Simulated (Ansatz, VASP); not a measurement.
**Two plane-wave programs on Ir**

```
Ir
1.0
     0.00000    1.93535    1.93535
     1.93535    0.00000    1.93535
     1.93535    1.93535    0.00000
Ir
1
Direct
  0.00000 0.00000 0.00000
```

Alike in both runs: functional PBE; k mesh 18 × 18 × 18; occupations fermi-dirac, width 0.05 eV; no spin polarisation.

Ansatz relaxed the structure, and its values are those at the end. VASP's run is a single point on that final structure, the one shown.

```csv
,VASP,Ansatz
version,VASP 6.6.1,Ansatz 0.2.0
potentials or method,"VASP PAW PBE potentials, release 64 (Ir)","PAW with Ansatz's default frozen-core files, scalar-relativistic"
plane-wave cutoff (eV),520,420
valence electrons in the cell,9,17
```

```csv
,VASP,Ansatz,Ansatz less VASP
pressure (GPa),0.5,0.0,-0.50
```

The two sets of potentials don't hold the same shells in valence.

The runs have no spin-orbit coupling, so splittings on Ir are missing.
